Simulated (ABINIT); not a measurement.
Here is an ABINIT 10.8.3 (patched build) calculation.

Contents of run.abi:

```
# Pseudopotentials
pp_dirpath "./"
pseudos "Ni.upf, O.upf"

# Structure
acell 3*1.0 Angstrom
rprim
     0.0000000000     2.0859016414     2.0859016414
     2.0859016414     0.0000000000     2.0859016414
     2.0859016414     2.0859016414     0.0000000000
ntypat 2
znucl 28 8
natom 2
typat 1 2
xred
     0.0000000000     0.0000000000     0.0000000000
     0.5000000000     0.5000000000     0.5000000000

# Plane-wave basis
ecut 49.0

# k points
kptopt 1
ngkpt 11 11 11
nshiftk 1
shiftk 0.0 0.0 0.0

# Exchange and correlation
ixc -116133

# Bands and occupations
nband 17
occopt 3
tsmear 0.05 eV

# Spin
nsppol 2
spinat
     0.0000000000     0.0000000000     1.0000000000
     0.0000000000     0.0000000000     0.0000000000

# SCF cycle
nstep 100
tolvrs 1.0e-10

# Output
iomode 3
prtwf 0
prtden 0
prteig 0
prtebands 0
```

Potentials or basis: PseudoDojo NC SR PBEsol v0.4.1 standard.

The run is started by

```bash
$ abinit run.abi > log 2>&1
```

(1) Predict the pressure.

(2) Predict the net moment.

(3) What does it give for the band gap on the k mesh?

## Answers

(1) -12.3 GPa.

(2) 0.00 μB per cell.

(3) none (metal or under the smearing width).

Caveat: small starting moments can end in a higher magnetic state in this program; semilocal functionals often make such compounds metallic where correlation or magnetic order opens a gap, which also shifts bond lengths.

The gap isn't set beside the measured one, since this odd mesh misses points on the zone boundary.
